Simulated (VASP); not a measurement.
Wanted: the native input for a VASP 6.6.1 run.

```
Task                   : single point
Functional             : PBE
Potentials or basis    : VASP PAW PBE potentials, release 64 (Ti_sv)
Cutoff                 : 700 eV
k mesh                 : 12 × 12 × 6
Occupations            : gaussian, width 0.1 eV
Spin                   : no spin polarisation
Further INCAR settings : ALGO = Normal; EDIFF = 1e-07
```

The structure of Ti lies in POSCAR:

```
Ti
1.0
    2.9500000000      0.0000000000      0.0000000000
   -1.4750000000      2.5547749400      0.0000000000
    0.0000000000      0.0000000000      4.6800000000
Ti
2
Direct
    0.3333333300      0.6666666700      0.2500000000
    0.6666666700      0.3333333300      0.7500000000
```

These files were run (other wordings do the same):

INCAR

```
ALGO     = Normal         # electronic algorithm
EDIFF    = 1E-7           # SCF threshold, eV
ENCUT    = 700            # plane-wave cutoff, eV
GGA      = PE             # functional
ISIF     = 2              # what is computed and relaxed
ISMEAR   = 0              # smearing method
LASPH    = True           # aspherical terms in the spheres
LCHARG   = False          # write CHGCAR
LREAL    = False          # projectors in reciprocal space
LWAVE    = False          # write WAVECAR
NELM     = 60             # most SCF steps
PREC     = Accurate       # precision mode
SIGMA    = 0.1            # smearing width, eV
```

KPOINTS

```
k-points
0
Gamma
  12 12 6
```

Potentials or basis: VASP PAW PBE potentials, release 64 (Ti_sv).

Run with:

```console
$ cat potpaw_PBE.64/Ti_sv/POTCAR > POTCAR
$ mpirun -np 1 vasp_std > vasp.out
```

Results of the run:

```json
{
  "Pressure": "-1.8 GPa",
  "Band gap on the k mesh": "none (metal or under the smearing width)"
}
```

Wall time 42 s on 1 thread of AMD EPYC 9R45 96-Core Processor (Zen 5), on a shared host, peak memory 0.18 GiB.
